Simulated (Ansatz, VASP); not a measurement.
**One calculation of Na, two programs**

INCAR

```
PREC     = Accurate       # precision mode
ENCUT    = 520            # plane-wave cutoff, eV
EDIFF    = 1E-7           # SCF threshold, eV
ISMEAR   = 0              # smearing method
SIGMA    = 0.15           # smearing width, eV
LREAL    = False          # projectors in reciprocal space
LASPH    = True           # aspherical terms in the spheres
NELM     = 60             # most SCF steps
ALGO     = Fast           # electronic algorithm
ISIF     = 2              # what is computed and relaxed
LWAVE    = False          # write WAVECAR
LCHARG   = False          # write CHGCAR
GGA      = CA             # functional
NBANDS   = 10             # bands
```

Contents of KPOINTS:

```
regular mesh
0
Gamma
  18 18 18
```

The input POSCAR:

```
Na
1.0
   -1.8498066341      1.8498066341      2.7747099511
    1.8498066341     -1.8498066341      2.7747099511
    1.8498066341      1.8498066341     -2.7747099511
Na
1
Direct
    0.0000000000      0.0000000000      0.0000000000
```

Input for Ansatz:

```yaml
crystal:
  lattice:
    - [-1.8498066341, 1.8498066341, 2.7747099511]
    - [1.8498066341, -1.8498066341, 2.7747099511]
    - [1.8498066341, 1.8498066341, -2.7747099511]
  atoms:
    - { symbol: Na, position: [0.0, 0.0, 0.0] }
basis:
  ecutwfc: 420
kpoints:
  mp_grid: { grid: [18, 18, 18] }
hamiltonian:
  xc: lda
scf:
  occupations: { method: gaussian, width: 0.15 }
output:
  forces: true
  stress: true
  eigenvalues: true
```

Alike in both runs: task single point; functional LDA; k mesh 18 × 18 × 18; occupations gaussian, width 0.15 eV; no spin polarisation.

|  | VASP | Ansatz |
| --- | --- | --- |
| version | VASP 6.6.1 | Ansatz 0.2.0 |
| potentials or method | VASP PAW LDA potentials, release 64 (Na_pv) | scalar-relativistic, plane waves, PAW |
| plane-wave cutoff (eV) | 520 | 420 |
| valence electrons in the cell | 7 | 9 |

```tsv
	VASP	Ansatz	Ansatz less VASP
gap on the k mesh at the Fermi level (eV)	none	none	-
pressure (GPa)	-0.9	-0.9	+0.02
largest component of the traceless stress (GPa)	0.10	0.10	0.000
```

A gap of «none» marks a metal or a gap that the smearing closes. The two sets of potentials don't hold the same shells in valence.
